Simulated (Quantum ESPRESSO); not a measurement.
# As (Pm-3m) in Quantum ESPRESSO: a series of runs

Aim: see how the results for As move with the level of theory and the settings. Levels: PBEsol, PBEsol+D3, PBEsol+D3(BJ). Tasks: relaxation of cell and atoms.

Program: Quantum ESPRESSO 7.5. These are calculated values, not measurements. Logs are shortened: lines on timing, memory, paths and dates and some standing lists are left out, and cuts for length are marked.

## Step 1: The structure

Symmetry: Pm-3m, No. 221, cubic system. The conventional cell has a = 2.704 Å, b = 2.704 Å, c = 2.704 Å, α = 90.00°, β = 90.00°, γ = 90.00°. As (site symmetry m-3m) is surrounded by 6 As at 2.70 Å.

This isn't the form of As at room conditions, which is rhombohedral.

## Step 2: Relaxation of cell and atoms, PBEsol

Contents of run.py:

```python
import numpy as np
from ase.calculators.espresso import Espresso, EspressoProfile
from ase.io import read

atoms = read('As.cif')

input_data = {
    'control': {'calculation': 'scf', 'prefix': 'pwscf', 'outdir': './tmp', 'tprnfor': True, 'tstress': True, 'disk_io': 'low'},
    'system': {'ecutwfc': 45.0, 'ecutrho': 360.0, 'nbnd': 7, 'occupations': 'smearing', 'smearing': 'fd', 'degauss': 0.00367493},
    'electrons': {'conv_thr': 2e-10, 'electron_maxstep': 120, 'mixing_beta': 0.5},
}
pseudopotentials = {'As': 'as_pbesol_v1.uspp.F.UPF'}
profile = EspressoProfile(command='mpirun -n 2 pw.x -nk 2', pseudo_dir='pseudo')
dft = Espresso(profile=profile, input_data=input_data, pseudopotentials=pseudopotentials, kpts=(10, 10, 10), koffset=(0, 0, 0))
atoms.calc = dft

from ase.optimize import FIRE
from ase.filters import FrechetCellFilter
done = FIRE(FrechetCellFilter(atoms), trajectory='opt.traj').run(fmax=0.02, steps=30)
print('converged', done)
print('cell (A)', np.round(atoms.cell.cellpar(), 5))
print(f'energy {atoms.get_potential_energy():.8f} eV')
print('forces (eV/A)')
print(np.round(atoms.get_forces(), 6))
print('stress (eV/A^3, Voigt)')
print(np.round(atoms.get_stress(), 8))
print(f'Fermi level {dft.get_fermi_level():.4f} eV')
```

Contents of As.cif:

```cif
data_As
_cell_length_a 2.70368174
_cell_length_b 2.70368174
_cell_length_c 2.70368174
_cell_angle_alpha 90.00000000
_cell_angle_beta 90.00000000
_cell_angle_gamma 90.00000000
_space_group_name_H-M_alt 'P1'
_space_group_name_Hall 'P 1'
_space_group_IT_number 1
loop_
_space_group_symop_operation_xyz
'x,y,z'
loop_
_atom_site_label
_atom_site_type_symbol
_atom_site_symmetry_multiplicity
_atom_site_Wyckoff_symbol
_atom_site_fract_x
_atom_site_fract_y
_atom_site_fract_z
_atom_site_occupancy
As1 As 1 a 0.5000000000 0.5000000000 0.5000000000 1
```

Potentials or basis: GBRV 1.5 PBEsol.

Launch:

```console
$ OMP_NUM_THREADS=1 python run.py
```

Standard output:

```text
Step          Energy          fmax
FIRE:    0     -543.924711        0.141395
FIRE:    1     -543.925205        0.095280
FIRE:    2     -543.925582        0.017098
converged True
cell (A) [ 2.69348  2.69348  2.69348 90.      90.      90.     ]
energy -543.92558156 eV
forces (eV/A)
[[0. 0. 0.]]
stress (eV/A^3, Voigt)
[ 0.000875  0.000875  0.000875 -0.       -0.       -0.      ]
Fermi level 8.2568 eV
```

espresso.pwi:

```text
&CONTROL
   calculation      = 'scf'
   tstress          = .true.
   tprnfor          = .true.
   outdir           = './tmp'
   prefix           = 'pwscf'
   disk_io          = 'low'
   pseudo_dir       = 'pseudo'
/
&SYSTEM
   nbnd             = 7
   ecutwfc          = 45.0
   ecutrho          = 360.0
   occupations      = 'smearing'
   degauss          = 0.00367493
   smearing         = 'fd'
   ntyp             = 1
   nat              = 1
   ibrav            = 0
/
&ELECTRONS
   electron_maxstep = 120
   conv_thr         = 2e-10
   mixing_beta      = 0.5
/
&IONS
/
&CELL
/
&FCP
/
&RISM
/
ATOMIC_SPECIES
As 74.921595 as_pbesol_v1.uspp.F.UPF

K_POINTS automatic
10 10 10  0 0 0

CELL_PARAMETERS angstrom
2.69347926256524 0.00000000000000 0.00000000000000
0.00000000000000 2.69347926256524 0.00000000000000
0.00000000000000 0.00000000000000 2.69347926256524

ATOMIC_POSITIONS angstrom
As 1.3467396313 1.3467396313 1.3467396313
```

espresso.pwo:

```text
This program is part of the open-source Quantum ESPRESSO suite
     for quantum simulation of materials; please cite
         "P. Giannozzi et al., J. Phys.:Condens. Matter 21 395502 (2009);
         "P. Giannozzi et al., J. Phys.:Condens. Matter 29 465901 (2017);
         "P. Giannozzi et al., J. Chem. Phys. 152 154105 (2020);
     in publications or presentations arising from this work. More details at

Warning: card &CELL ignored
Warning: card &FCP ignored
Warning: card &RISM ignored

     Message from routine setup:
     using ibrav=0 with symmetry is DISCOURAGED, use correct ibrav instead

     K-points division:     npool     =       2
     Subspace diagonalization in iterative solution of the eigenvalue problem:
     a serial algorithm will be used

     G-vector sticks info
     --------------------
     sticks:   dense  smooth     PW     G-vecs:    dense   smooth      PW
     Sum         749     373    121                15275     5449    1021

     Using Slab Decomposition

     bravais-lattice index     =            0
     lattice parameter (alat)  =       5.0899  a.u.
     unit-cell volume          =     131.8674 (a.u.)^3
     number of atoms/cell      =            1
     number of atomic types    =            1
     number of electrons       =         5.00
     number of Kohn-Sham states=            7
     kinetic-energy cutoff     =      45.0000  Ry
     charge density cutoff     =     360.0000  Ry
     scf convergence threshold =      2.0E-10
     mixing beta               =       0.5000
     number of iterations used =            8  plain     mixing
     Exchange-correlation= SLA  PW   PSX  PSC
                           (   1   4  10   8   0   0   0)

     celldm(1)=   5.089938  celldm(2)=   0.000000  celldm(3)=   0.000000
     celldm(4)=   0.000000  celldm(5)=   0.000000  celldm(6)=   0.000000

     crystal axes: (cart. coord. in units of alat)
               a(1) = (   1.000000   0.000000   0.000000 )
               a(2) = (   0.000000   1.000000   0.000000 )
               a(3) = (   0.000000   0.000000   1.000000 )

     reciprocal axes: (cart. coord. in units 2 pi/alat)
               b(1) = (  1.000000  0.000000  0.000000 )
               b(2) = (  0.000000  1.000000  0.000000 )
               b(3) = (  0.000000  0.000000  1.000000 )

     PseudoPot. # 1 for As read from file:
     as_pbesol_v1.uspp.F.UPF
     Pseudo is Ultrasoft + core correction, Zval =  5.0
     Generated by new atomic code, or converted to UPF format
     Using radial grid of  875 points,  6 beta functions with:
                l(1) =   0
                l(2) =   0
                l(3) =   1
                l(4) =   1
                l(5) =   2
                l(6) =   2
     Q(r) pseudized with  8 coefficients,  rinner =    1.300   1.300   1.300
                                                       1.300   1.300

     atomic species   valence    mass     pseudopotential
     As                5.00    74.92159     As( 1.00)

     48 Sym. Ops., with inversion, found

   Cartesian axes

     site n.     atom                  positions (alat units)
         1        As     tau(   1) = (   0.5000000   0.5000000   0.5000000  )

     number of k points=    56  Fermi-Dirac smearing, width (Ry)=  0.0037
                       cart. coord. in units 2pi/alat
        k(    1) = (   0.0000000   0.0000000   0.0000000), wk =   0.0020000
        k(    2) = (   0.0000000   0.0000000   0.1000000), wk =   0.0120000
        k(    3) = (   0.0000000   0.0000000   0.2000000), wk =   0.0120000
        k(    4) = (   0.0000000   0.0000000   0.3000000), wk =   0.0120000
        k(    5) = (   0.0000000   0.0000000   0.4000000), wk =   0.0120000
        k(    6) = (   0.0000000   0.0000000  -0.5000000), wk =   0.0060000
[... 48 lines left out ...]
        k(   55) = (   0.4000000  -0.5000000  -0.5000000), wk =   0.0120000
        k(   56) = (  -0.5000000  -0.5000000  -0.5000000), wk =   0.0020000

     Dense  grid:    15275 G-vectors     FFT dimensions: (  32,  32,  32)

     Smooth grid:     5449 G-vectors     FFT dimensions: (  24,  24,  24)

     Initial potential from superposition of free atoms

     starting charge       4.9998, renormalised to       5.0000
     Starting wfcs are    4 randomized atomic wfcs +    3 random wfcs

     Self-consistent Calculation

     iteration #  1     ecut=    45.00 Ry     beta= 0.50
     Davidson diagonalization with overlap
     ethr =  1.00E-02,  avg # of iterations =  6.0

     Threshold (ethr) on eigenvalues was too large:
     Diagonalizing with lowered threshold

     Davidson diagonalization with overlap
     ethr =  4.76E-05,  avg # of iterations =  4.8

     total energy              =     -39.97773466 Ry
     estimated scf accuracy    <       0.00238941 Ry

     iteration #  2     ecut=    45.00 Ry     beta= 0.50
     Davidson diagonalization with overlap
     ethr =  4.78E-05,  avg # of iterations =  1.0
[... 29 lines left out ...]
     total energy              =     -39.97779637 Ry
     estimated scf accuracy    <          1.1E-09 Ry

     iteration #  7     ecut=    45.00 Ry     beta= 0.50
     Davidson diagonalization with overlap
     ethr =  2.21E-11,  avg # of iterations =  2.3

     End of self-consistent calculation

          k = 0.0000 0.0000 0.0000 (   691 PWs)   bands (ev):

    -6.7925  12.5340  12.5340  12.5340  16.9032  16.9032  18.8070

          k = 0.0000 0.0000 0.1000 (   679 PWs)   bands (ev):

    -6.6062  10.4307  12.6971  12.6972  17.0766  18.1205  20.2123

          k = 0.0000 0.0000 0.2000 (   675 PWs)   bands (ev):
[... 65 lines left out ...]
    -1.4990   4.4112   4.7639  12.3224  16.4638  23.4354  26.2397

          k = 0.0000 0.4000-0.5000 (   670 PWs)   bands (ev):

    -0.8874   3.5659   5.0255  11.4943  16.7594  24.3092  25.7439

          k = 0.0000-0.5000-0.5000 (   680 PWs)   bands (ev):

    -0.2488   3.9865   3.9865  10.6717  17.0482  25.2468  26.2400

          k = 0.1000 0.1000 0.1000 (   679 PWs)   bands (ev):

    -6.2334  10.5991  10.5991  11.1652  19.9174  19.9175  20.9562

          k = 0.1000 0.1000 0.2000 (   677 PWs)   bands (ev):

    -5.6843   7.6461  11.0790  11.5250  20.4018  20.9503  23.7556
[... 43 lines left out ...]
    -1.3106   4.5805   4.9377  12.5018  14.8615  22.7568  23.3560

          k = 0.1000 0.4000-0.5000 (   670 PWs)   bands (ev):

    -0.6978   3.7373   5.1951  11.6823  15.2116  22.3949  23.5785

          k = 0.1000-0.5000-0.5000 (   668 PWs)   bands (ev):

    -0.0574   4.1558   4.1558  10.8630  15.5573  22.9589  22.9589

          k = 0.2000 0.2000 0.2000 (   690 PWs)   bands (ev):

    -4.5853   8.3828   8.3828   9.3576  21.2568  23.1844  23.1844

          k = 0.2000 0.2000 0.3000 (   671 PWs)   bands (ev):

    -3.7163   5.8218   9.1070   9.9290  19.3116  20.5087  23.5041
[... 23 lines left out ...]
    -0.7526   5.0679   5.4397  11.9783  13.0951  19.6935  20.0687

          k = 0.2000 0.4000-0.5000 (   670 PWs)   bands (ev):

    -0.1346   4.2317   5.6828  12.2374  12.4142  19.0953  20.4345

          k = 0.2000-0.5000-0.5000 (   656 PWs)   bands (ev):

     0.5130   4.6433   4.6433  11.4306  12.7950  19.6694  19.6694

          k = 0.3000 0.3000 0.3000 (   672 PWs)   bands (ev):

    -1.9695   7.0557   7.0557   8.2589  17.2766  18.5314  18.5314

          k = 0.3000 0.3000 0.4000 (   660 PWs)   bands (ev):

    -0.9252   5.1410   7.8149   8.8865  15.5162  16.5680  19.1728
[... 7 lines left out ...]
     0.1422   5.7943   6.1823   9.2791  13.9207  16.9824  17.3335

          k = 0.3000 0.4000-0.5000 (   668 PWs)   bands (ev):

     0.7746   4.9722   6.4020   9.6788  13.1156  16.3565  17.7180

          k = 0.3000-0.5000-0.5000 (   668 PWs)   bands (ev):

     1.4425   5.3695   5.3695  10.0388  12.3449  16.9333  16.9333

          k = 0.4000 0.4000 0.4000 (   666 PWs)   bands (ev):

     1.2395   6.5522   6.5522   7.4929  14.5455  15.3692  15.3692

          k = 0.4000 0.4000-0.5000 (   662 PWs)   bands (ev):

     1.9103   5.7522   6.9120   7.6506  13.9647  14.6073  15.7432

          k = 0.4000-0.5000-0.5000 (   664 PWs)   bands (ev):

     2.6347   6.1267   6.1267   7.6921  13.4840  14.9692  14.9692

          k =-0.5000-0.5000-0.5000 (   672 PWs)   bands (ev):

     3.4487   6.4858   6.4858   6.4858  14.2077  14.2077  14.2077

     the Fermi energy is     8.2568 ev

!    total energy              =     -39.97779637 Ry
     estimated scf accuracy    <          2.1E-12 Ry
     smearing contrib. (-TS)   =      -0.00019114 Ry
     internal energy E=F+TS    =     -39.97760523 Ry

     The total energy is F=E-TS. E is the sum of the following terms:
     one-electron contribution =       4.74089855 Ry
     hartree contribution      =       0.48739423 Ry
     xc contribution           =     -31.27008283 Ry
     ewald contribution        =     -13.93581517 Ry

     convergence has been achieved in   7 iterations

     Forces acting on atoms (cartesian axes, Ry/au):

     atom    1 type  1   force =     0.00000000    0.00000000    0.00000000

     Total force =     0.000000     Total SCF correction =     0.000000

     Computing stress (Cartesian axis) and pressure

          total   stress  (Ry/bohr**3)                   (kbar)     P=       -1.40
  -0.00000953   0.00000000   0.00000000           -1.40        0.00        0.00
   0.00000000  -0.00000953   0.00000000            0.00       -1.40        0.00
   0.00000000   0.00000000  -0.00000953            0.00        0.00       -1.40

=------------------------------------------------------------------------------=
   JOB DONE.
=------------------------------------------------------------------------------=
```

Wall time 9 s (2 MPI ranks of Arm Neoverse V2, shared host); peak memory 0.16 GiB.

Results:

```
Free energy                            : -543.9256 eV
Relaxed volume                         : 19.54 Å³/atom
Relaxed cell                           : a = 2.693 Å, b = 2.693 Å, c = 2.693 Å, α = 90.00°, β = 90.00°, γ = 90.00°
Space group after relaxing (to 0.05 Å) : Pm-3m (No. 221)
Energy gained by relaxing              : 0.9 meV/atom
Ionic steps                            : 3
Pressure after relaxing                : -0.1 GPa
Band gap on the k mesh                 : none (metal or under the smearing width)
```

The path:
| step | energy change (eV) | largest force (eV/Å) | pressure (GPa) | volume (Å³) |
| --- | --- | --- | --- | --- |
| 1 | 0.0000 | 0.0000 | -1.15 | 19.76 |
| 2 | -0.0005 | 0.0000 | -0.78 | 19.68 |
| 3 | -0.0009 | 0.0000 | -0.14 | 19.54 |

Final structure:
```
As
1.0
     2.69348    0.00000    0.00000
     0.00000    2.69348    0.00000
     0.00000    0.00000    2.69348
As
1
Cartesian
  1.3467 1.3467 1.3467
```

Levels at points of the mesh, in eV from the Fermi level:
| k point | band 1 | band 2 | band 3 | band 4 | band 5 | band 6 |
| --- | --- | --- | --- | --- | --- | --- |
| (0.00, 0.00, 0.00) | -15.05 | 4.28 | 4.28 | 4.28 | 8.65 | 8.65 |
| (0.00, 0.00, -0.50) | -11.85 | -7.01 | 6.61 | 6.61 | 11.47 | 14.30 |
| (0.00, -0.50, -0.50) | -8.51 | -4.27 | -4.27 | 2.41 | 8.79 | 16.99 |
| (-0.50, -0.50, -0.50) | -4.81 | -1.77 | -1.77 | -1.77 | 5.95 | 5.95 |

## Step 3: Relaxation of cell and atoms, PBEsol+D3

run.py, as its differences from that of step 2:

```diff
@@ -8,3 +8,3 @@
     'control': {'calculation': 'scf', 'prefix': 'pwscf', 'outdir': './tmp', 'tprnfor': True, 'tstress': True, 'disk_io': 'low'},
-    'system': {'ecutwfc': 45.0, 'ecutrho': 360.0, 'nbnd': 7, 'occupations': 'smearing', 'smearing': 'fd', 'degauss': 0.00367493},
+    'system': {'ecutwfc': 45.0, 'ecutrho': 360.0, 'nbnd': 7, 'occupations': 'smearing', 'smearing': 'fd', 'degauss': 0.00367493, 'vdw_corr': 'grimme-d3', 'dftd3_version': 3},
     'electrons': {'conv_thr': 2e-10, 'electron_maxstep': 120, 'mixing_beta': 0.5},
@@ -16,5 +16,5 @@
 
-from ase.optimize import FIRE
+from ase.optimize import BFGS
 from ase.filters import FrechetCellFilter
-done = FIRE(FrechetCellFilter(atoms), trajectory='opt.traj').run(fmax=0.02, steps=30)
+done = BFGS(FrechetCellFilter(atoms), trajectory='opt.traj').run(fmax=0.02, steps=30)
 print('converged', done)
```

As.cif is that of step 2.

Potentials or basis: GBRV 1.5 PBEsol.

Launch:

```console
$ OMP_NUM_THREADS=1 python run.py
```

It took 10 s on 2 MPI ranks of Arm Neoverse V2, shared host; peak memory 0.18 GiB.

It converged, with:

* Free energy: -544.1074 eV
* Relaxed volume: 19.33 Å³/atom
* Relaxed cell: a = 2.684 Å, b = 2.684 Å, c = 2.684 Å, α = 90.00°, β = 90.00°, γ = 90.00°
* Space group after relaxing (to 0.05 Å): Pm-3m (No. 221)
* Energy gained by relaxing: 2.6 meV/atom
* Ionic steps: 3
* Pressure after relaxing: 0.0 GPa
* Band gap on the k mesh: none (metal or under the smearing width)

Step by step:
```tsv
step	energy change (eV)	largest force (eV/Å)	pressure (GPa)	volume (Å³)
1	0.0000	0.0000	-1.96	19.76
2	-0.0019	0.0000	-1.05	19.56
3	-0.0026	0.0000	0.03	19.33
```

Final structure:
```
As
1.0
     2.68378    0.00000    0.00000
     0.00000    2.68378    0.00000
     0.00000    0.00000    2.68378
As
1
Cartesian
  1.3419 1.3419 1.3419
```

Levels at points of the mesh, in eV from the Fermi level:
```tsv
k point	band 1	band 2	band 3	band 4	band 5
(0.00, 0.00, 0.00)	-15.15	4.32	4.32	4.32	8.65
(0.00, 0.00, -0.50)	-11.90	-7.10	6.69	6.69	11.51
(0.00, -0.50, -0.50)	-8.50	-4.33	-4.33	2.36	8.91
(-0.50, -0.50, -0.50)	-4.73	-1.80	-1.80	-1.80	5.93
```

Caveat: pairwise dispersion overbinds metals, which lowers pressure and volume.

## Step 4: Relaxation of cell and atoms, PBEsol+D3(BJ)

run.py, as its differences from that of step 3:

```diff
@@ -8,3 +8,3 @@
     'control': {'calculation': 'scf', 'prefix': 'pwscf', 'outdir': './tmp', 'tprnfor': True, 'tstress': True, 'disk_io': 'low'},
-    'system': {'ecutwfc': 45.0, 'ecutrho': 360.0, 'nbnd': 7, 'occupations': 'smearing', 'smearing': 'fd', 'degauss': 0.00367493, 'vdw_corr': 'grimme-d3', 'dftd3_version': 3},
+    'system': {'ecutwfc': 45.0, 'ecutrho': 360.0, 'nbnd': 7, 'occupations': 'smearing', 'smearing': 'fd', 'degauss': 0.00367493, 'vdw_corr': 'grimme-d3', 'dftd3_version': 4},
     'electrons': {'conv_thr': 2e-10, 'electron_maxstep': 120, 'mixing_beta': 0.5},
@@ -16,5 +16,5 @@
 
-from ase.optimize import BFGS
+from ase.optimize import LBFGS
 from ase.filters import FrechetCellFilter
-done = BFGS(FrechetCellFilter(atoms), trajectory='opt.traj').run(fmax=0.02, steps=30)
+done = LBFGS(FrechetCellFilter(atoms), trajectory='opt.traj').run(fmax=0.02, steps=30)
 print('converged', done)
```

As.cif is that of step 3.

Launch:

```console
$ OMP_NUM_THREADS=1 python run.py
```

Run time: 10 s. Hardware: 2 MPI ranks of Arm Neoverse V2, shared host; peak memory 0.18 GiB.

The run converged. Its results:

```
Free energy                            : -544.3095 eV
Relaxed volume                         : 18.87 Å³/atom
Relaxed cell                           : a = 2.662 Å, b = 2.662 Å, c = 2.662 Å, α = 90.00°, β = 90.00°, γ = 90.00°
Space group after relaxing (to 0.05 Å) : Pm-3m (No. 221)
Energy gained by relaxing              : 11.2 meV/atom
Ionic steps                            : 3
Pressure after relaxing                : 0.1 GPa
Band gap on the k mesh                 : none (metal or under the smearing width)
```

Step by step:
| step | energy change (eV) | largest force (eV/Å) | pressure (GPa) | volume (Å³) |
| --- | --- | --- | --- | --- |
| 1 | 0.0000 | 0.0000 | -4.02 | 19.76 |
| 2 | -0.0081 | 0.0000 | -2.22 | 19.35 |
| 3 | -0.0112 | 0.0000 | 0.13 | 18.87 |

Final structure:
```
As
1.0
     2.66238    0.00000    0.00000
     0.00000    2.66238    0.00000
     0.00000    0.00000    2.66238
As
1
Direct
  0.50000 0.50000 0.50000
```

Levels at points of the mesh, in eV from the Fermi level:
```csv
k point,band 1,band 2,band 3,band 4,band 5
"(0.00, 0.00, 0.00)",-15.39,4.41,4.41,4.41,8.67
"(0.00, 0.00, -0.50)",-12.03,-7.31,6.87,6.87,11.59
"(0.00, -0.50, -0.50)",-8.50,-4.46,-4.46,2.24,9.19
"(-0.50, -0.50, -0.50)",-4.55,-1.85,-1.85,-1.85,5.88
```

Caveat: pairwise dispersion overbinds metals, which lowers pressure and volume.

## Step 5: Summary

| level | ASE optimiser | gap on the mesh (eV) | pressure (GPa) | relaxed volume (Å³/atom) |
| --- | --- | --- | --- | --- |
| PBEsol | FIRE | none | -0.1 | 19.54 |
| PBEsol+D3 | BFGS | none | 0.0 | 19.33 |
| PBEsol+D3(BJ) | LBFGS | none | 0.1 | 18.87 |

Alike in all rows: task relaxation of cell and atoms; potentials or basis GBRV 1.5 PBEsol; no spin polarisation; cell relaxed; k mesh 10 × 10 × 10; cutoff (eV) 612; smearing fermi-dirac 0.05 eV.

Caveats: pairwise dispersion overbinds metals, which lowers pressure and volume (some runs).

Absolute energies hang on the potentials; compare differences alone.
